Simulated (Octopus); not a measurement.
# Nb (Im-3m) in Octopus: equation of state

How stiff is Nb in PBE, and what volume does it want? The cell is scaled to several volumes.

Program: Octopus 16.4. These are calculated values, not measurements. Logs are shortened: lines on timing, memory, paths and dates and some standing lists are left out, and cuts for length are marked.

**What was measured.**

“Pressure effects on the electronic structure and superconductivity of (TaNb)0.67(HfZrTi)0.33 high entropy alloy”, 2019, arxiv:1910.08312 quotes, for a bulk crystal of Nb: bulk modulus 169 GPa.

The results are compared with them further down.

### Step 1. Starting point

The structure is cubic, space group Im-3m (No. 229). The conventional cell has a = 3.328 Å, b = 3.328 Å, c = 3.328 Å, α = 90.00°, β = 90.00°, γ = 90.00°. Nb (site symmetry m-3m) has 8 Nb at 2.88 Å as nearest neighbours.

### Step 2. Equation of state, PBE, 18.43 Å³/atom

inp reads:

```
CalculationMode = gs
UnitsOutput = eV_Angstrom
PeriodicDimensions = 3
ExperimentalFeatures = yes
PseudopotentialSet = pseudodojo_pbe
%LatticeParameters
 1*angstrom | 1*angstrom | 1*angstrom
%
%LatticeVectors
 -1.66395 | 1.66395 | 1.66395
 1.66395 | -1.66395 | 1.66395
 1.66395 | 1.66395 | -1.66395
%
%ReducedCoordinates
 "Nb" | 0 | 0 | 0
%
%Spacing
 0.12530635*angstrom | 0.12530635*angstrom | 0.12530635*angstrom
%
DerivativesOrder = 8
%KPointsGrid
 11 | 11 | 11
%
KPointsUseSymmetries = yes
XCFunctional = gga_x_pbe + gga_c_pbe
SmearingFunction = fermi_dirac
Smearing = 0.05*eV
ExtraStates = 7
Eigensolver = chebyshev_filter
ConvRelDens = 3e-7
MaximumIter = 120
%Output
 density | cube
 elf | cube
 potential | cube
%
```

Potentials or basis: pseudodojo_pbe (PseudoDojo 0.5, PBE).

On the command line:

```bash
> OMP_NUM_THREADS=1 octopus > out.log
```

out.log:

```text
Running octopus

Version                : 16.4
Optional libraries     :

************************** Calculation Mode **************************
Input: [CalculationMode = gs]
**********************************************************************

Input: [SpinComponents = unpolarized]

******************************* Space ********************************
Octopus will run in 3 dimension(s).
Octopus will treat the system as periodic in 3 dimension(s).
**********************************************************************

Input: [AllElectronType = no]
Input: [PseudopotentialSet = pseudodojo_pbe]
Reading Coordinates from ReducedCoordinates block

****************************** Species *******************************
  Species 'Nb'
    type             : pseudopotential
    file             : 'Nb.upf'
    file format      : UPF2
    valence charge   : 13.0
    atomic number    :  41
    form on file     : kleinman-bylander
    lmax             : 2
    llocal           : -1
    projectors per l : 2
    total projectors : 6
    application form : kleinman-bylander
    orbitals         : 10
    bound orbitals   : 10

**********************************************************************

***************************** Symmetries *****************************
Space group No.  229
International: Im-3m
Schoenflies: Oh^9
Info: The system has    48 symmorphic symmetries that can be used.
  Index                Rotation matrix                      Fractional translations
    1 :     1   0   0     0   1   0     0   0   1      0.000000    0.000000    0.000000
    2 :    -1   0   0     0  -1   0     0   0  -1      0.000000    0.000000    0.000000
    3 :     0   0  -1     1   1   1     0  -1   0      0.000000    0.000000    0.000000
    4 :     0   0   1    -1  -1  -1     0   1   0      0.000000    0.000000    0.000000
    5 :     0   1   0     1   0   0    -1  -1  -1      0.000000    0.000000    0.000000
    6 :     0  -1   0    -1   0   0     1   1   1      0.000000    0.000000    0.000000
[... 40 lines left out ...]
   47 :     0   0  -1    -1   0   0     1   1   1      0.000000    0.000000    0.000000
   48 :     0   0   1     1   0   0    -1  -1  -1      0.000000    0.000000    0.000000
Info: The system also has     0 nonsymmorphic symmetries (not used for electrons).
**********************************************************************

Input: [CurvMethod = curv_affine]
Input: [DerivativesStencil = stencil_stargeneral]

****************************** Lattice *******************************
  Lattice Vectors [A]
   -1.663950    1.663950    1.663950
    1.663950   -1.663950    1.663950
    1.663950    1.663950   -1.663950
  Cell volume =            18.4281 [A^3]
  Reciprocal-Lattice Vectors [A^-1]
    0.000000    1.888033    1.888033
    1.888033    0.000000    1.888033
    1.888033    1.888033    0.000000
  Cell angles [degree]
    alpha =  109.471
    beta  =  109.471
    gamma =  109.471
**********************************************************************

Checking if the generated full k-point grid is symmetric

    56 k-points generated from parameters :
 ---------------------------------------------------
    n =   11   11   11

    s1  =  0.50  0.50  0.50

   index |      weight  |             coordinates              |
       1 |     0.000751 |    0.000000    0.000000    0.000000  |
       2 |     0.009016 |    0.090909    0.000000    0.000000  |
       3 |     0.018032 |    0.090909    0.090909    0.000000  |
       4 |     0.006011 |    0.090909    0.090909    0.090909  |
       5 |     0.004508 |   -0.090909    0.090909    0.090909  |
       6 |     0.009016 |    0.181818    0.000000    0.000000  |
[... 48 lines left out ...]
      55 |     0.006011 |   -0.454545   -0.454545    0.363636  |
      56 |     0.004508 |   -0.454545    0.454545    0.454545  |

Input: [SmearingFunction = fermi_dirac]
Input: [SymmetrizeDensity = yes]

******************************* States *******************************
Total electronic charge  =       13.000
Number of states         =       14
States block-size        =        4
**********************************************************************

************************** Parallelization ***************************
**********************************************************************

******************************** Grid ********************************
Simulation Box:
  Type = parallelepiped
  Lengths [A] = (   2.882,   2.882,   2.882)
Main mesh:
  Spacing [A] = ( 0.125, 0.125, 0.125)    volume/point [A^3] =      0.00151
  # inner mesh =      12167
  # total mesh =      47285
  Grid Cutoff [eV] =  2394.840058    Grid Cutoff [Ry] =   176.017513
[... 38 lines left out ...]
Input: [MagneticConstrain = 0]

Info: Generating external potential
      done.
Input: [InteractionTiming = timing_exact]
Info: Octopus initialization completed.
Info: Starting calculation mode.
Info: Allocating ground state wave-functions
Info: Blocks of states
      Block       1 contains       4 states:       1 -       4
      Block       2 contains       4 states:       5 -       8
      Block       3 contains       4 states:       9 -      12
      Block       4 contains       2 states:      13 -      14
Info: Ground-state allocation done.
Info: Could not find 'restart/gs' directory for restart.
Info: No restart information will be read.

** Warning:
**   Unable to read wavefunctions.
**   Starting from scratch!

**************************** Eigensolver *****************************
Input: [Eigensolver = chebyshev_filter]
Input: [SubspaceDiagonalization = standard]
**********************************************************************

Input: [MixField = potential] (what to mix during SCF cycles)
Input: [MixingScheme = broyden]
Info: Mixing uses    4 steps and restarts after   20 steps.
Input: [LCAOStart = lcao_states]
Input: [LCAOScaleFactor = 1.000]
Input: [LCAOMaximumOrbitalRadius = 10.58 A]

** Warning:
**   Cannot do LCAO for all states because there are not enough atomic orbitals.
**   Required: 14. Available: 10. 4 orbitals will be randomized.

Info: Unnormalized total charge =     13.006071
Info: Renormalized total charge =     13.000000
Info: Setting up Hamiltonian.
Info: Performing initial LCAO calculation with     10 orbitals.
Info: Getting Hamiltonian matrix elements.

Eigenvalues [eV]
 #st  Spin   Eigenvalue      Occupation
#k =       1, k = (  0.000000,  0.000000,  0.000000)
   1   --   -42.005738       2.000000
   2   --   -17.528506       2.000000
   3   --   -17.528454       2.000000
   4   --   -17.528454       2.000000
   5   --     5.191085       2.000000
   6   --    11.830375       2.000000
   7   --    11.830375       2.000000
   8   --    11.832095       2.000000
   9   --    14.783113       2.000000
  10   --    14.783113       2.000000
#k =       2, k = (  0.090909,  0.000000,  0.000000)
   1   --   -41.955751       2.000000
   2   --   -17.554340       2.000000
   3   --   -17.549304       2.000000
   4   --   -17.517829       2.000000
   5   --     5.527389       2.000000
   6   --    12.046689       2.000000
   7   --    12.281458       2.000000
   8   --    12.285086       2.000000
   9   --    15.072367       2.000000
  10   --    15.202533       2.000000
[... 54 further k-points ...]
Fermi energy =    17.888872 eV
Generating random wavefunctions for states       11 and above
Orthogonalizing wavefunctions.
Info: Ground-state restart information will be written to 'restart/gs'.
Info: SCF using complex wavefunctions.
Info: Starting SCF iteration.

** Warning:
**   Symmetrization discrepancy ratio (scalar) =  8.13965E-02

*********************** SCF CYCLE ITER #    1 ************************
 etot  = -1.66929117E+03 abs_ev   =  3.38E+01 rel_ev   =  2.33E-01
 ediff =        6.13E+01 abs_dens =  1.03E+00 rel_dens =  7.92E-02
Matrix vector products: 1400
Converged eigenvectors: 0

#  State  KPoint  Eigenvalue [eV]  Occupation    Error
      1       1      -42.009147    2.000000   ( 1.7E-06)
      1       2      -41.989759    2.000000   ( 6.0E-05)
      1       5      -41.970810    2.000000   ( 3.3E-05)
      1       3      -41.953873    2.000000   ( 1.0E-04)
      1       6      -41.937387    2.000000   ( 7.5E-05)
      1       9      -41.919637    2.000000   ( 1.3E-04)
      1       4      -41.908174    2.000000   ( 3.3E-05)
      1       7      -41.892929    2.000000   ( 2.2E-04)
[... 23 lines left out ...]
     14      32       37.423278    0.000000   ( 3.1E-01)
     14      44       37.889234    0.000000   ( 2.7E-01)
     14      49       38.357652    0.000000   ( 3.3E-01)
     14      27       38.363010    0.000000   ( 3.0E-01)
     14      15       38.585342    0.000000   ( 2.9E-01)
     14       1       38.642831    0.000000   ( 1.7E-01)
     14       2       38.878417    0.000000   ( 2.6E-01)
     14      20       39.838908    0.000000   ( 3.1E-01)

Density of states:

--------------------%-------------------------------------------------
--------------------%-------------------------------------------------
--------------------%-------------------------------------------------
--------------------%-------------------------------------------------
--------------------%-------------------------------------------------
--------------------%-------------------------------------------------
%-------------------%-----------------------%-------------------------
%-------------------%-----------------------%%--%%--------------------
%-------------------%%--------------------%%%%-%%%------%%%-----------
%-------------------%%--------------------%%%%%%%%%%%%-%%%%%%%%%%%%---
                                             ^

Fermi energy =    11.231452 eV

**********************************************************************

** Warning:
**   Symmetrization discrepancy ratio (scalar) =  7.97837E-02

*********************** SCF CYCLE ITER #    2 ************************
 etot  = -1.68057204E+03 abs_ev   =  7.75E+00 rel_ev   =  5.06E-02
 ediff =        4.15E-01 abs_dens =  1.07E-01 rel_dens =  8.22E-03
Matrix vector products: 1400
Converged eigenvectors: 0
[... 151 lines left out ...]
*********************** SCF CYCLE ITER #   15 ************************
 etot  = -1.69487706E+03 abs_ev   =  5.08E-06 rel_ev   =  3.14E-08
 ediff =        6.31E-09 abs_dens =  5.38E-07 rel_dens =  4.14E-08
Matrix vector products: 1400
Converged eigenvectors: 0

#  State  KPoint  Eigenvalue [eV]  Occupation    Error
      1       1      -43.856193    2.000000   ( 1.8E-07)
      1       2      -43.838710    2.000000   ( 1.8E-07)
      1       5      -43.821616    2.000000   ( 1.8E-07)
      1       3      -43.806367    2.000000   ( 1.8E-07)
      1       6      -43.791520    2.000000   ( 1.8E-07)
      1       9      -43.775481    2.000000   ( 1.3E-07)
      1       4      -43.765258    2.000000   ( 1.7E-07)
      1       7      -43.751499    2.000000   ( 1.8E-07)
[... 23 lines left out ...]
     14      11       31.840317    0.000000   ( 7.1E-02)
     14      24       31.921735    0.000000   ( 4.2E-02)
     14      32       32.317189    0.000000   ( 2.9E-02)
     14      22       32.358394    0.000000   ( 4.8E-02)
     14      27       32.404182    0.000000   ( 5.4E-02)
     14       2       33.395737    0.000000   ( 6.1E-02)
     14      34       33.536433    0.000000   ( 3.7E-02)
     14       1       35.314674    0.000000   ( 3.5E-02)

Density of states:

---------------------%------------------------------------------------
---------------------%------------------------------------------------
---------------------%------------------------------------------------
---------------------%------------------------------------------------
---------------------%------------------------------------------------
---------------------%------------------------------------------------
%--------------------%------------------------------------------------
%--------------------%-----------------------%-%--%%------------------
%--------------------%-----------------------%%%-%%%------%%%-%-%-----
%-------------------%%----------------------%%%%%%%%%%%-%%%%%%%%%%%---
                                               ^

Fermi energy =    10.497068 eV

**********************************************************************

Info: SCF converged in   15 iterations

** Warning:
**   Some of the states are not fully converged!

Info: Number of matrix-vector products:      21000
Info: Writing output to static/

Info: Finished writing information to 'restart/gs'.

Octopus emitted 19 warnings.
```

It took 4 min on 1 thread of Arm Neoverse V1, shared host; peak memory 0.72 GiB.

Results:

- Free energy: -1694.8918 eV
- Band gap on the k mesh: none (metal or under the smearing width)

### Step 3. Equation of state, PBE, 18.06 Å³/atom (volume scaled by 0.98)

inp, as its differences from that of step 2:

```diff
@@ -9,5 +9,5 @@
 %LatticeVectors
- -1.66395 | 1.66395 | 1.66395
- 1.66395 | -1.66395 | 1.66395
- 1.66395 | 1.66395 | -1.66395
+ -1.6527822138 | 1.6527822138 | 1.6527822138
+ 1.6527822138 | -1.6527822138 | 1.6527822138
+ 1.6527822138 | 1.6527822138 | -1.6527822138
 %
@@ -17,3 +17,3 @@
 %Spacing
- 0.12530635*angstrom | 0.12530635*angstrom | 0.12530635*angstrom
+ 0.12446534*angstrom | 0.12446534*angstrom | 0.12446534*angstrom
 %
```

Potentials or basis: pseudodojo_pbe (PseudoDojo 0.5, PBE).

On the command line:

```bash
> OMP_NUM_THREADS=1 octopus > out.log
```

It took 3.9 min on 1 thread of Arm Neoverse V1, shared host; peak memory 0.73 GiB.

It converged, with:

| Property | Result |
| --- | --- |
| Free energy | -1694.8926 eV |
| Band gap on the k mesh | none (metal or under the smearing width) |

### Step 4. Equation of state, PBE, 18.80 Å³/atom (volume scaled by 1.02)

inp, as its differences from that of step 3:

```diff
@@ -9,5 +9,5 @@
 %LatticeVectors
- -1.6527822138 | 1.6527822138 | 1.6527822138
- 1.6527822138 | -1.6527822138 | 1.6527822138
- 1.6527822138 | 1.6527822138 | -1.6527822138
+ -1.6749698576 | 1.6749698576 | 1.6749698576
+ 1.6749698576 | -1.6749698576 | 1.6749698576
+ 1.6749698576 | 1.6749698576 | -1.6749698576
 %
@@ -17,3 +17,3 @@
 %Spacing
- 0.12446534*angstrom | 0.12446534*angstrom | 0.12446534*angstrom
+ 0.12613621*angstrom | 0.12613621*angstrom | 0.12613621*angstrom
 %
```

On the command line:

```bash
> OMP_NUM_THREADS=1 octopus > out.log
```

It took 4.1 min on 1 thread of Arm Neoverse V1, shared host; peak memory 0.72 GiB.

It converged, with:

* Free energy: -1694.8834 eV
* Band gap on the k mesh: none (metal or under the smearing width)

### Step 5. Equation of state, PBE, 17.69 Å³/atom (volume scaled by 0.96)

inp, as its differences from that of step 4:

```diff
@@ -9,5 +9,5 @@
 %LatticeVectors
- -1.6749698576 | 1.6749698576 | 1.6749698576
- 1.6749698576 | -1.6749698576 | 1.6749698576
- 1.6749698576 | 1.6749698576 | -1.6749698576
+ -1.6414614324 | 1.6414614324 | 1.6414614324
+ 1.6414614324 | -1.6414614324 | 1.6414614324
+ 1.6414614324 | 1.6414614324 | -1.6414614324
 %
@@ -17,3 +17,3 @@
 %Spacing
- 0.12613621*angstrom | 0.12613621*angstrom | 0.12613621*angstrom
+ 0.12361281*angstrom | 0.12361281*angstrom | 0.12361281*angstrom
 %
```

On the command line:

```bash
> OMP_NUM_THREADS=1 octopus > out.log
```

Run time: 4.2 min. Hardware: 1 thread of Arm Neoverse V1, shared host; peak memory 0.73 GiB.

It converged, with:

```yaml
Free_energy: -1694.8855 eV
Band_gap_on_the_k_mesh: none (metal or under the smearing width)
```

### Step 6. Equation of state, PBE, 19.17 Å³/atom (volume scaled by 1.04)

inp reads:

```
CalculationMode = gs
UnitsOutput = eV_Angstrom
PeriodicDimensions = 3
ExperimentalFeatures = yes
PseudopotentialSet = pseudodojo_pbe
%LatticeParameters
 1*angstrom | 1*angstrom | 1*angstrom
%
%LatticeVectors
 -1.68584659 | 1.68584659 | 1.68584659
 1.68584659 | -1.68584659 | 1.68584659
 1.68584659 | 1.68584659 | -1.68584659
%
%ReducedCoordinates
 "Nb" | 0 | 0 | 0
%
%Spacing
 0.12695530*angstrom | 0.12695530*angstrom | 0.12695530*angstrom
%
DerivativesOrder = 8
%KPointsGrid
 11 | 11 | 11
%
KPointsUseSymmetries = yes
XCFunctional = gga_x_pbe + gga_c_pbe
SmearingFunction = fermi_dirac
Smearing = 0.05*eV
ExtraStates = 7
Eigensolver = chebyshev_filter
ConvRelDens = 3e-7
MaximumIter = 120
```

Potentials or basis: pseudodojo_pbe (PseudoDojo 0.5, PBE).

On the command line:

```bash
> OMP_NUM_THREADS=1 octopus > out.log
```

It took 4.3 min on 1 thread of Arm Neoverse V1, shared host; peak memory 0.72 GiB.

The run converged. Its results:

| Item | Value |
| --- | --- |
| Free energy | -1694.8681 eV |
| Band gap on the k mesh | none (metal or under the smearing width) |

### Step 7. Equation of state, PBE, 17.32 Å³/atom (volume scaled by 0.94)

inp, as its differences from that of step 6:

```diff
@@ -9,5 +9,5 @@
 %LatticeVectors
- -1.68584659 | 1.68584659 | 1.68584659
- 1.68584659 | -1.68584659 | 1.68584659
- 1.68584659 | 1.68584659 | -1.68584659
+ -1.6299823056 | 1.6299823056 | 1.6299823056
+ 1.6299823056 | -1.6299823056 | 1.6299823056
+ 1.6299823056 | 1.6299823056 | -1.6299823056
 %
@@ -17,3 +17,3 @@
 %Spacing
- 0.12695530*angstrom | 0.12695530*angstrom | 0.12695530*angstrom
+ 0.12274836*angstrom | 0.12274836*angstrom | 0.12274836*angstrom
 %
```

On the command line:

```bash
> OMP_NUM_THREADS=1 octopus > out.log
```

Wall time 4.1 min (1 thread of Arm Neoverse V1, shared host); peak memory 0.73 GiB.

The run converged. Its results:

* Free energy: -1694.8689 eV
* Band gap on the k mesh: none (metal or under the smearing width)

### Step 8. Equation of state, PBE, 19.53 Å³/atom (volume scaled by 1.06)

inp, as its differences from that of step 7:

```diff
@@ -9,5 +9,5 @@
 %LatticeVectors
- -1.6299823056 | 1.6299823056 | 1.6299823056
- 1.6299823056 | -1.6299823056 | 1.6299823056
- 1.6299823056 | 1.6299823056 | -1.6299823056
+ -1.6965847559 | 1.6965847559 | 1.6965847559
+ 1.6965847559 | -1.6965847559 | 1.6965847559
+ 1.6965847559 | 1.6965847559 | -1.6965847559
 %
@@ -17,3 +17,3 @@
 %Spacing
- 0.12274836*angstrom | 0.12274836*angstrom | 0.12274836*angstrom
+ 0.12776396*angstrom | 0.12776396*angstrom | 0.12776396*angstrom
 %
@@ -31 +31,6 @@
 MaximumIter = 120
+%Output
+ density | cube
+ elf | cube
+ potential | cube
+%
```

On the command line:

```bash
> OMP_NUM_THREADS=1 octopus > out.log
```

Run time: 4 min. Hardware: 1 thread of Arm Neoverse V1, shared host; peak memory 0.72 GiB.

The run converged. Its results:

- Free energy: -1694.8463 eV
- Band gap on the k mesh: none (metal or under the smearing width)

### Step 9. Equation of state, PBE

Potentials or basis: pseudodojo_pbe (PseudoDojo 0.5, PBE).

No new run: the results of the series are fitted here.

Results:

```
Equilibrium volume                      : 18.20 Å³/atom
Bulk modulus                            : 171 GPa
Pressure derivative of the bulk modulus : 3.4 (rough: it moves with the points fitted)
```

Energy against volume, from the lowest point:
| volume (Å³/atom) | energy (meV/atom) |
| --- | --- |
| 17.322 | 23.72 |
| 17.691 | 7.16 |
| 18.060 | 0.00 |
| 18.428 | 0.89 |
| 18.797 | 9.21 |
| 19.165 | 24.57 |
| 19.534 | 46.33 |

Caveat: the number of grid points is fixed, so the spacing changes with the cell, which shifts volumes and moduli.

### Step 10. Against experiment

Step 9. Measured bulk modulus of Nb: 169 GPa (quoted in “Pressure effects on the electronic structure and superconductivity of (TaNb)0.67(HfZrTi)0.33 high entropy alloy”, 2019, arxiv:1910.08312). This calculation gives 171 GPa (+1.2 %). The fit is for a static lattice scaled at fixed shape and fixed fractional positions.
